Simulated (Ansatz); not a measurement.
# Titanium, bcc: HSE06 after PBE

Aim: see what exact exchange does to the levels, and what it costs. Spin polarisation is left out. The geometry was relaxed under PBE beforehand and is kept. Exact exchange is dear, so the k-mesh is coarse, and PBE is run on the same mesh for comparison.

Program: Ansatz 0.2.0. Level of theory: DFT, plane waves (420 eV) with PBE-made PAW files, scalar-relativistic; functionals as named at each step. These are calculated values, not measurements.

## Step 1: The system as given

Symmetry: Im-3m, No. 229, cubic system. Conventional cell: a = 3.260 Å, b = 3.260 Å, c = 3.260 Å, α = 90.00°, β = 90.00°, γ = 90.00°. Ti (site symmetry m-3m) has 8 Ti at 2.82 Å as nearest neighbours.

Coordinates:

```
Ti
1.0
    -1.63012    1.63012    1.63012
     1.63012   -1.63012    1.63012
     1.63012    1.63012   -1.63012
Ti
1
Direct
  0.00000 0.00000 0.00000
```

## Step 2: PBE on the coarse mesh

The run with PBE.

input.yaml reads:

```yaml
crystal:
  lattice:
    - [-1.6301190852, 1.6301190852, 1.6301190852]
    - [1.6301190852, -1.6301190852, 1.6301190852]
    - [1.6301190852, 1.6301190852, -1.6301190852]
  atoms:
    - { symbol: Ti, position: [0.0, 0.0, 0.0] }
hamiltonian:
  xc: pbe
  pseudopotentials:
    kind: paw
    azcp:
      Ti: "pseudopotentials/Ti.paw.azcp"
basis:
  ecutwfc: 420
  fft_grid_basis: typed
kpoints:
  mp_grid: { grid: [7, 7, 7], shift: [0, 0, 0] }
magnetization:
  spin_polarized: false
scf:
  occupations: { method: fermi_dirac, width: 0.1 }
```

The run is started by

```console
$ ansatz run input.yaml --threads 4 --pin off --max-ram 8192MiB --backend cpu --events-out ev --progress --plain --runs-dir out
```

The program printed, cut to the lines that bear on the results:

```text
Warning: RAYON_NUM_THREADS=4 ignored (pool sized by the plan → 4); use --threads N
[...]
Pseudopotentials: kind: paw
Pseudopotential: Ti, paw, valence charge 12, recommended cutoff 420 eV (normal), <dir>
Functional definition: PBE
[...]
Crystal: 1 atoms, lattice volume = 17.327 Å³
Basis set: ecut = 420 eV, 321 PW (Γ)
Bands: 10, of which v1, the nominal top of the filled ones, is band 6 counted from 1 (5 counted from 0)
Symmetry: 48 space group operations
Space group: Im-3m (ITA 229), of the structure as read, at distance tolerance 2.6e-5 Å
k-points: 20 of 343
[...]
SCF iter   1: F=—  HF=-2499.588698 eV  |F-HF|=—  |Δ(HF+E_count)|=         —  Δρ=1.32e-3  dr2=5.13e-5  ethr=1.77e-3  ⟨swp⟩=4.4  Hψ=1054  notcnv=0
[...]
SCF iter   6: F=-2499.588674 eV  HF=-2499.588674 eV  |F-HF|=7.55e-11  |Δ(HF+E_count)|=  6.54e-10  Δρ=9.76e-7  dr2=1.46e-10  ethr=3.97e-11  ⟨swp⟩=1.0  Hψ=526  notcnv=0
[...]
SCF converged after 6 iterations
Free energy (F): -2499.588674 eV
[...]
E sigma→0 (E₀):  -2499.550231 eV
Entropy (-TS):   -0.076886 eV (-76.886 meV/atom)
Fermi energy:    13.159825 eV
[...]
```

Wall time 0.21 s (4 threads of Arm Neoverse V1, shared host); peak memory 0.24 GiB.

## Step 3: HSE06, coarse mesh

The run with HSE06.

Changes to input.yaml since step 2:

```diff
@@ -8,3 +8,3 @@
 hamiltonian:
-  xc: pbe
+  xc: hse06
   pseudopotentials:
```

The run is started by

```console
$ ansatz run input.yaml --threads 4 --pin off --max-ram 8192MiB --backend cpu --events-out ev --progress --plain --runs-dir out
```

The program printed, cut to the lines that bear on the results:

```text
Warning: RAYON_NUM_THREADS=4 ignored (pool sized by the plan → 4); use --threads N
[...]
[... 2 set-up lines as earlier in the session ...]
Functional definition: HSE06
[...]
Crystal: 1 atoms, lattice volume = 17.327 Å³
Basis set: ecut = 420 eV, 321 PW (Γ)
Bands: 10, of which v1, the nominal top of the filled ones, is band 6 counted from 1 (5 counted from 0)
[... 2 set-up lines as earlier in the session ...]
k-points: 20 of 343
[...]
SCF iter   1: F=—  HF=-2499.589780 eV  |F-HF|=—  |Δ(HF+E_count)|=         —  Δρ=1.50e-3  dr2=9.80e-5  ethr=1.77e-3  ⟨swp⟩=4.7  Hψ=732  notcnv=0
[...]
Frozen-core exchange: fock
[...]
SCF 2 stopped early in 7 iterations: F = -2498.784035 eV  dr2 = 3.16e-6
hybrid outer 1: dexx = +2.373e-2 eV, tail = 5.57e-5 eV
[...]
Frozen-core exchange: fock
[...]
hybrid outer 2: dexx = +1.331e-6 eV, tail = 9.88e-8 eV, Δε = 5.60e-3 eV (about 2.54e-4 eV left of the loop's levels)
hybrid SCF converged: 2 outer / 10 inner (+6 warm-up), last move |dexx| = 1.33e-6 eV, tail = 9.88e-8 eV
Stability not checked: this state was not tested for a lower state beside it, because the functional holds exact exchange (a hybrid, or Hartree-Fock), whose exchange loop this test does not read (fock_operator; see scf.lower_state_search)
Free energy (F): -2498.783381 eV
Frozen-core exchange: fock
[...]
E sigma→0 (E₀):  -2498.759905 eV
Entropy (-TS):   -0.046952 eV (-46.952 meV/atom)
Fermi energy:    13.227813 eV
[...]
--- Band table (eV; the first three rows and the last of 20) ---
  k-point 0: bands = ["-48.2890", "-22.4791", "-22.4791", "-22.4791", "6.0420", "14.8150", "14.8150", "14.8150"]
[...]
  guard bands above this table: 2 of the run's 10 bands. The solve was not asked for them (output.publish_guard_bands: true or output.eigenvalues: true publishes all)
```

It took 3.1 s on 4 threads of Arm Neoverse V1, shared host; peak memory 0.69 GiB.

## Step 4: Side by side

| functional | gap on the mesh | Fermi energy (eV) | SCF cycles | exchange loops | CPU time |
| --- | --- | --- | --- | --- | --- |
| PBE | none (levels filled in part) | 13.160 | 6 | - | 0.44 s |
| HSE06 | none (levels filled in part) | 13.228 | 16 | 2 | 9.5 s |

## Step 5: What came out

| quantity | value |
| --- | --- |
| PBE: gap | none (levels filled in part) |
| HSE06: gap | none (levels filled in part) |
| HSE06: SCF cycles, exchange loops | 16, 2 |
| HSE06: CPU time over that of PBE | 22 |
| HSE06: relative to hcp | +208 meV/atom |

**Reading.** Both PBE and HSE06 leave levels filled in part. The hybrid took 22 times as much CPU time as PBE on the same settings. The exchange operator of HSE06 was renewed in 2 outer loops. The dense-mesh value adds -5.1 meV/atom, the change that PBE shows between the coarse mesh and its own dense run (not shown). Under HSE06 it lies 208 meV/atom above hcp (computed apart in the same way); on such meshes a few tens of meV are uncertain for metals. Absolute energies differ from functional to functional, by eV per atom at times, and say nothing by themselves.
